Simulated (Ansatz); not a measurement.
# Structures of RbBr: which is lowest?

Plane-wave DFT in Ansatz with scalar-relativistic PAW potentials, cutoff 420 eV, Γ-centred meshes chosen by cell and gap, Gaussian smearing with energies taken to zero width. Every cell was relaxed (cell and atoms) in a run of its own, within the symmetry of its start. Functional: PBE.

Relaxed structures (starts from databases or built by putting these elements on another compound's sites):
A. P6/mmm, 6 atoms in the computed cell, a = 8.158 Å, c = 4.923 Å; sites (symmetry × multiplicity) Rb mmm × 3, Br -6m2 × 2 + 6/mmm × 1; start: built
B. Pm-3m, 2 atoms in the computed cell, a = 4.193 Å; sites (symmetry × multiplicity) Rb m-3m × 1, Br m-3m × 1; start: database
C. Cmcm, 4 atoms in the computed cell, a = 4.463 Å, b = 13.254 Å, c = 5.428 Å; sites (symmetry × multiplicity) Rb m2m × 4, Br m2m × 4; start: built
D. P6_3/mmc, 4 atoms in the computed cell, a = 4.846 Å, c = 8.507 Å; sites (symmetry × multiplicity) Rb -3m. × 2, Br -6m2 × 2; start: built
E. Fm-3m, 2 atoms in the computed cell, a = 7.013 Å; sites (symmetry × multiplicity) Rb m-3m × 4, Br m-3m × 4; start: database

**Question.** Rank them by energy. Could pressure change the order?

**Answer.**
| structure | group | E − E(lowest) (meV/atom) | V (Å³/atom) | gap on mesh (eV) |
| --- | --- | --- | --- | --- |
| E | Fm-3m | 0.0 | 43.11 | 4.20 |
| D | P6_3/mmc | 24.7 | 43.25 | 4.14 |
| C | Cmcm | 46 | 40.13 | 3.98 |
| B | Pm-3m | 55 | 36.86 | 3.93 |
| A | P6/mmm | 183 | 47.29 | 2.62 |

E is lowest, 25 meV/atom under D. B is denser by 6.26 Å³/atom, so pressure favours it: ΔE/ΔV, with ΔE in eV and 1 eV/Å³ = 160.2 GPa, gives about 1.4 GPa for equal enthalpy if both cells were rigid, a rough figure since the two compress differently. Other structures may lie lower than all of these, and vibrations aren't counted.

An odd mesh misses points on the zone edge, so a gap read on it can be too wide.